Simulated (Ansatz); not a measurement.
The elements of this relaxed trial crystal are hidden behind letters.

```
lattice vectors (Å)
   3.0421    0.0000    0.0000
  -1.5210    2.6345    0.0000
   0.0000    0.0000    2.6980
fractional positions
X 0.3333 0.6667 0.5000
Z 0.6667 0.3333 0.0000
```

Theory: DFT PBE, scalar-relativistic, plane waves, PAW (Ansatz 0.2.0). Settings of the last relaxation (2-atom cell): 420 eV, 24×24×20 k points, Gaussian smearing of 0.10 eV, no spin polarisation.

```
Space group                                 : P-6m2 (No. 187)
Conventional cell                           : a = 3.042 Å, c = 2.698 Å
Volume per atom                             : 10.81 Å³
Density                                     : 4.60 g/cm³
Formation energy                            : −0.15 eV/atom
Gap on the 24×24×20 mesh of the 2-atom cell : 0 eV (the bands overlap slightly)
```

Energies are uncorrected and count from the elements' standard states at the same level.

Question: X is a d-block element of period 4 and Z is a p-block element of period 2. Which elements are they?

Answer: X = Ti, Z = C, so the formula is TiC, here in the tungsten carbide type. Density times volume gives a mean mass of 4.60 × 10.81/1.6605 = 29.9 u per atom, and this set has 29.9 u. Among the elements that the hints allow, noble gases aside, only these give it. Around Ti lie 6 C at 2.21 Å and 2 Ti at 2.70 Å; C has 6 Ti at 2.21 Å.

The zero gap may come from the functional, which often closes small gaps, or the cell may be a true semimetal. A structure relaxed within its symmetry needn't be a true minimum. Another cell of TiC relaxed alike, in Fm-3m, lies 0.68 eV/atom lower, so this cell isn't the stable form at this level.
